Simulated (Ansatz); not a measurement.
# Ti: strain and displacement

```xyz
2
Lattice="2.9500 0.0000 0.0000 -1.4750 2.5548 0.0000 0.0000 0.0000 4.6860" Properties=species:S:1:pos:R:3 pbc="T T T"
Ti    0.0000    1.7032    1.1715
Ti    1.4750    0.8516    3.5145
```

Atom numbers follow the list: Ti1, Ti2.

The conventional cell has a = 2.950 Å, b = 2.950 Å, c = 4.686 Å, α = 90.00°, β = 90.00°, γ = 120.00°. Ti (atom 1) is surrounded by 12 Ti at 2.90 to 2.95 Å.

The cell is COD entry 9008517, as deposited and not checked against the literature; nothing was relaxed.

These are results of Ansatz 0.2.0, DFT, PBE, all-electron LAPW, scalar-relativistic, not measurements.

Settings: a Γ-centred 13×13×7 k mesh, Fermi–Dirac smearing of 0.08 eV, basis error target 0.5 meV/atom, no spin polarisation.

The unchanged cell is at -1.58 GPa.

In a metal, stresses and small energies carry noise from the k mesh.

x, y and z are the Cartesian axes of the cell as listed; fractional coordinates follow a strain, and an engineering shear is twice the off-diagonal strain component.

With equal xy, yz and zx engineering shear strains of -2 %: energy change +3 meV/atom; stress change (xx, yy, zz, yz, xz, xy) 0.03, 0.05, 0.03, 0.84, 0.85, 1.28 GPa, compression positive; change of the force on Ti2 (-0.055, -0.001, -0.006) eV/Å.

Task: With this change (equal xy, yz and zx engineering shear strains of +1 %), what becomes of the energy and stress and forces?

Result: Energy change under 1 meV/atom; stress change (xx, yy, zz, yz, xz, xy) 0.01, 0.01, 0.01, -0.40, -0.40, -0.61 GPa, compression positive; change of the force on Ti1 (-0.027, 0.000, 0.002) eV/Å.

Task: With this change (equal xy, yz and zx engineering shear strains of +3 %), what becomes of the energy and stress and forces?

Result: Energy change +7 meV/atom; stress change (xx, yy, zz, yz, xz, xy) 0.06, 0.13, 0.05, -1.11, -1.12, -1.75 GPa, compression positive; change of the force on Ti1 (-0.076, 0.003, 0.013) eV/Å.

Task: With this change (equal xy, yz and zx engineering shear strains of -3 %), what becomes of the energy and stress and forces?

Result: Energy change +7 meV/atom; stress change (xx, yy, zz, yz, xz, xy) 0.07, 0.11, 0.06, 1.27, 1.28, 1.93 GPa, compression positive; change of the force on Ti2 (-0.083, -0.003, -0.016) eV/Å.

Task: With this change (equal xy, yz and zx engineering shear strains of -1 %), what becomes of the energy and stress and forces?

Result: Energy change under 1 meV/atom; stress change (xx, yy, zz, yz, xz, xy) 0.01, 0.01, 0.01, 0.41, 0.42, 0.63 GPa, compression positive; change of the force on Ti2 (-0.028, 0.000, -0.001) eV/Å.

Task: With this change (equal xy, yz and zx engineering shear strains of +2 %), what becomes of the energy and stress and forces?

Result: Energy change +3 meV/atom; stress change (xx, yy, zz, yz, xz, xy) 0.03, 0.06, 0.02, -0.77, -0.77, -1.20 GPa, compression positive; change of the force on Ti1 (-0.052, 0.001, 0.006) eV/Å.
